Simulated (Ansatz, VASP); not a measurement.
# SnSe in VASP and in Ansatz

Contents of INCAR:

```
SYSTEM = SnSe
PREC     = Accurate       ! precision mode
ENCUT    = 520            ! plane-wave cutoff, eV
EDIFF    = 1E-6           ! SCF threshold, eV
ISMEAR   = -1             ! smearing method
SIGMA    = 0.06           ! smearing width, eV
LREAL    = .False.        ! projectors in reciprocal space
LASPH    = .True.         ! aspherical terms in the spheres
NELM     = 100            ! most SCF steps
ALGO     = Normal         ! electronic algorithm
ISIF     = 2              ! what is computed and relaxed
LWAVE    = .False.        ! write WAVECAR
LCHARG   = .False.        ! write CHGCAR
GGA      = PE             ! functional
NBANDS   = 17             ! bands
```

Contents of KPOINTS:

```
Automatic mesh
0
Gamma
  6 6 6
  0 0 0
```

Contents of POSCAR:

```
SnSe
1.0
    0.0000000000      3.0100000000      3.0100000000
    3.0100000000      0.0000000000      3.0100000000
    3.0100000000      3.0100000000      0.0000000000
Sn Se
1 1
Direct
    0.0000000000      0.0000000000      0.0000000000
    0.5000000000      0.5000000000      0.5000000000
```

Contents of input.yaml:

```yaml
crystal:
  lattice:
    - [0.0, 3.01, 3.01]
    - [3.01, 0.0, 3.01]
    - [3.01, 3.01, 0.0]
  atoms:
    - { symbol: Sn, position: [0.0, 0.0, 0.0] }
    - { symbol: Se, position: [0.5, 0.5, 0.5] }
kpoints:
  mp_grid: { grid: [6, 6, 6] }
scf:
  occupations: { method: fermi_dirac, width: 0.06 }
hamiltonian:
  xc: pbe
  pseudopotentials: { kind: all_electron, lapw: { basis_error: 0.002 } }
output:
  forces: true
  stress: true
  eigenvalues: true
```

Measurements of this composition are mostly on another form, of space group No. 62.

Alike in both runs: task single point; functional PBE; k mesh 6 × 6 × 6; occupations fermi-dirac, width 0.06 eV; no spin polarisation.

|  | VASP | Ansatz |
| --- | --- | --- |
| version | VASP 6.6.1 | Ansatz 0.2.0 |
| potentials or method | VASP PAW PBE potentials, release 64 (Sn_d, Se) | all-electron LAPW, scalar-relativistic |
| plane-wave cutoff (eV) | 520 | see its input |

|  | VASP | Ansatz | Ansatz less VASP |
| --- | --- | --- | --- |
| gap on the k mesh at the Fermi level (eV) | 0.58 | 0.58 | 0.000 |
| least direct gap on the mesh (eV) | 0.58 | 0.58 | 0.000 |
| pressure (GPa) | 0.6 | 0.6 | +0.02 |

Ansatz ran all-electron here, so the differences hold the error of VASP's frozen core and of both bases.

Caveats: spin-orbit coupling is left out, which moves the levels of the heavy elements. A k mesh can miss the band edges.
